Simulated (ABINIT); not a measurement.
I:

```
I
1.0
     0.00000    2.36560    3.90984
     2.19225    0.00000    3.90984
     2.19225    2.36560    0.00000
I
1
Direct
  0.00000 0.00000 0.00000
```

```yaml
Program: ABINIT 10.8.3 (patched build)
Task: relaxation of cell and atoms
Functional: PBEsol
Potentials_or_basis: PseudoDojo NC SR PBEsol v0.4.1 standard
Cutoff: 952 eV
k_mesh: 7 × 7 × 7
Occupations: fermi-dirac, width 0.05 eV
Spin: no spin polarisation
```

At the start: pressure -1.2 GPa; volume 40.55 Å³/atom.

Problem. Where does the relaxation end?

Solution. Over 17 steps the energy falls by 8.5 meV/atom and the volume is 37.89 Å³/atom (-6.6 %); space group Fmmm (No. 69, to 0.05 Å).

Step by step:
```
step  energy change (eV)  largest force (eV/Å)  pressure (GPa)  volume (Å³)
   1              0.0000                0.0000           -1.23        40.55
   2             -0.0014                0.0000           -1.11        40.40
   3             -0.0068                0.0000            0.02        39.14
   4             -0.0068                0.0000           -0.08        39.23
   5             -0.0069                0.0000           -0.11        39.24
   6             -0.0072                0.0000           -0.25        39.17
   7             -0.0077                0.0000           -0.31        38.90
   8             -0.0082                0.0000           -0.26        38.38
   9             -0.0084                0.0000           -0.11        38.04
  10             -0.0085                0.0000           -0.02        37.96
  11             -0.0085                0.0000           -0.01        37.97
  12             -0.0085                0.0000            0.00        37.98
  13             -0.0085                0.0000            0.01        37.98
  14             -0.0085                0.0000            0.02        37.96
  15             -0.0085                0.0000            0.02        37.92
  16             -0.0085                0.0000            0.01        37.89
  17             -0.0085                0.0000            0.00        37.89
```

Final structure:
```xyz
1
Lattice="0.0000 2.3107 3.7595 2.1806 0.0000 3.7595 2.1806 2.3107 0.0000" Properties=species:S:1:pos:R:3 pbc="T T T"
I     0.0000    0.0000    0.0000
```

Caveat: an odd number of electrons without spin polarisation forces a metal; a magnetic or distorted state may lie lower.
